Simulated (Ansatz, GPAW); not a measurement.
This is a calculation of Sr (Strontium) for Ansatz 0.2.0. 

input.yaml

```yaml
crystal:
  lattice:
    - [0.0, 3.04235, 3.04235]
    - [3.04235, 0.0, 3.04235]
    - [3.04235, 3.04235, 0.0]
  atoms:
    - { symbol: Sr, position: [0.0, 0.0, 0.0] }
hamiltonian:
  xc: lda
  pseudopotentials: { kind: paw }
kpoints:
  mp_grid: { grid: [8, 8, 8] }
scf:
  occupations: { method: gaussian, width: 0.02 }
output:
  forces: true
  stress: true
  eigenvalues: true
```

Potentials or basis: Ansatz PAW.

Run with:

```bash
$ ansatz run input.yaml --threads 1 --pin off --max-ram 3584MiB --backend cpu --events-out ev --progress --plain --runs-dir out
```

Problem. Set up the same calculation for GPAW 26.7.0 (ASE script). Potentials or basis there: the program's PAW data sets (release 1.2.1) made for this functional, cutoff 600 eV.

Solution. As run (cutoffs and basis follow the program's own potentials, and thresholds, step limits or extra output files can differ):

The input run.py:

```python
from ase import Atoms
from ase.dft.bandgap import bandgap
from ase.io import write
from ase.units import GPa
from gpaw import GPAW, PW

atoms = Atoms(['Sr'],
              cell=[[0.0, 3.04235, 3.04235],
                    [3.04235, 0.0, 3.04235],
                    [3.04235, 3.04235, 0.0]],
              scaled_positions=[[0.0, 0.0, 0.0]],
              pbc=True)

calc = GPAW(mode=PW(600),
            xc='LDA',
            kpts={'size': (8, 8, 8), 'gamma': True},
            occupations={'name': 'methfessel-paxton', 'order': 0, 'width': 0.02},
            nbands=12,
            convergence={'density': 1e-05, 'energy': 1e-05},
            maxiter=150,
            txt='gpaw.txt')
atoms.calc = calc
energy = atoms.get_potential_energy()
forces = atoms.get_forces()
stress = atoms.get_stress()
calc.write('gs.gpw')
write('result.traj', atoms)
print(f'Energy: {energy:.6f} eV')
print('Forces (eV/A):')
print(forces.round(4))
print('Stress (GPa):', (stress / GPa).round(3))
print('Fermi level:', round(calc.get_fermi_level(), 4), 'eV')
print(f'Gap: {bandgap(calc)[0]:.4f} eV, direct: {bandgap(calc, direct=True)[0]:.4f} eV')
```

Potentials or basis: the program's PAW data sets (release 1.2.1) made for this functional, pw.

Launch:

```sh
$ OMP_NUM_THREADS=1 python run.py
```

Both were run:

|  | Ansatz | GPAW |
| --- | --- | --- |
| Pressure | -1.6 GPa | -1.6 GPa |

Ansatz's pressure holds a Pulay term of +0.00 GPa for its cutoff of 420 eV, which the other run lacks.

Ansatz's potentials were made for PBE.

Where Ansatz's input types no cutoff or centring, it takes its own default and a Γ-centred mesh.

The two programs' LDA may be different fits to the electron gas.

Pressure is positive in compression.
